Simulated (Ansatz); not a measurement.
**Ni, diamond: how the functional moves the structure**

All rows: Ansatz, plane waves with scalar-relativistic PAW, 420 eV (500 eV for the SCAN forms), relaxed under each functional, no dispersion correction, no zero-point motion. B₀ comes from uniform scaling at fixed shape; a dash is a value not given.

| functional | V (Å³/atom) | cell | B₀ (GPa) | magnetic state | ΔE to fcc (meV/atom) |
| --- | --- | --- | --- | --- | --- |
| PBE | 16.58 | a = 5.100 Å | 92 | ferromagnetic, net 0.80 μB per atom | 1203 |
| m-r²SCAN | 15.80 | a = 5.018 Å | 105 | ferromagnetic, net 0.78 μB per atom | 1285 |
| PBEsol | 15.69 | a = 5.007 Å | 108 | ferromagnetic, net 0.80 μB per atom | 1352 |
| revPBE | 17.03 | a = 5.146 Å | 83 | ferromagnetic, net 0.80 μB per atom | 1158 |
| RPBE | 17.21 | a = 5.164 Å | 80 | ferromagnetic, net 0.81 μB per atom | 1140 |
| BLYP | 17.47 | a = 5.190 Å | 78 | ferromagnetic, net 0.79 μB per atom | 862 |

PBEsol gives the smallest volume and BLYP the largest.

m-r²SCAN is r²SCAN on the gauge-invariant kinetic-energy density; without spin polarisation the two are equal.
